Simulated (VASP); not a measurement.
## CoO: relaxation of cell and atoms with PBE+D3(BJ)

CoO:

```xyz
2
Lattice="0.0000 2.1315 2.1315 2.1315 0.0000 2.1315 2.1315 2.1315 0.0000" Properties=species:S:1:pos:R:3 pbc="T T T"
Co    0.0000    0.0000    0.0000
O     2.1315    2.1315    2.1315
```

```yaml
Program: VASP 6.6.1
Task: relaxation of cell and atoms
Functional: PBE
Dispersion: D3(BJ)
Potentials_or_basis: VASP PAW PBE potentials, release 64 (Co, O)
Cutoff: 600 eV
k_mesh: 10 × 10 × 10
Occupations: fermi-dirac, width 0.05 eV
Spin: collinear spin, ferromagnetic start
Starting_moments: "[2.0, 0.0] μB"
Ladder: gaps
Further_INCAR_settings: ALGO = Fast; EDIFF = 1e-06; IBRION = 2; EDIFFG = -0.01; NSW = 40; ISIF = 3
```

| Property | Result |
| --- | --- |
| Relaxed volume | 9.31 Å³/atom |
| Relaxed cell | a = 2.975 Å, b = 2.975 Å, c = 2.975 Å, α = 60.00°, β = 60.00°, γ = 60.00° |
| Space group after relaxing (to 0.05 Å) | Fm-3m (No. 225) |
| Energy gained by relaxing | -29.3 meV/atom |
| Ionic steps | 4 |
| Pressure after relaxing | 0.0 GPa |
| Band gap on the k mesh | none (metal or under the smearing width) |
| Net moment | 2.81 μB per cell |
| Site moments | Co +2.49; O +0.27 μB |
| Valence electrons inside the program's atomic spheres | Co 7.86; O 4.99 |
| Dispersion energy per atom | -0.230 eV |

Step by step:
| step | energy change (eV) | largest force (eV/Å) | pressure (GPa) | volume (Å³) |
| --- | --- | --- | --- | --- |
| 1 | 0.0000 | 0.0000 | -6.82 | 19.37 |
| 2 | 0.0631 | 0.0000 | 3.59 | 18.24 |
| 3 | 0.0587 | 0.0000 | 0.20 | 18.61 |
| 4 | 0.0586 | 0.0000 | -0.01 | 18.63 |

Final structure:
```cif
data_structure
_symmetry_space_group_name_H-M 'P 1'
_symmetry_Int_Tables_number 1
_cell_length_a 2.9755
_cell_length_b 2.9755
_cell_length_c 2.9755
_cell_angle_alpha 60.000
_cell_angle_beta 60.000
_cell_angle_gamma 60.000
_cell_volume 18.63
loop_
_atom_site_label
_atom_site_type_symbol
_atom_site_fract_x
_atom_site_fract_y
_atom_site_fract_z
_atom_site_occupancy
Co1 Co 0.00000 0.00000 0.00000 1
O1 O 0.50000 0.50000 0.50000 1
```

Levels at points of the mesh, in eV from the Fermi level:
Spin up:
```csv
k point,band 6,band 7,band 8,band 9,band 10,band 11,band 12
"(0.00, 0.00, 0.00)",-3.24,-3.07,-3.07,-3.07,1.20,16.98,18.44
"(0.50, 0.00, 0.00)",-2.29,-1.73,0.22,0.22,5.16,9.69,13.70
"(0.50, 0.50, 0.00)",-2.87,-2.30,-1.99,-1.99,6.14,10.06,11.87
```
Spin down:
```
           k point  band 3  band 4  band 5  band 6  band 7  band 8  band 9  band 10
(0.00, 0.00, 0.00)   -2.76   -2.76   -1.18   -1.18   -1.18    0.01    0.01     1.72
(0.50, 0.00, 0.00)   -4.90   -4.90   -0.14   -0.14    0.18    2.78    2.78     5.43
(0.50, 0.50, 0.00)   -4.05   -4.05   -2.37    0.13    0.13    0.51    1.04     6.97
```

Run time: 94 s on 1 thread of Intel(R) Xeon(R) Platinum 8375C CPU @ 2.90GHz (Ice Lake), with other jobs on the host, peak memory 0.18 GiB.

Caveat: a cell with one magnetic atom can't hold antiferromagnetic order, which such compounds often take; semilocal functionals often make such compounds metallic where correlation or magnetic order opens a gap, which also shifts bond lengths; pairwise dispersion overbinds metals, which lowers pressure and volume. With open d or f shells a metallic result of PBE can be an artefact of self-interaction; +U or a hybrid may open a gap.
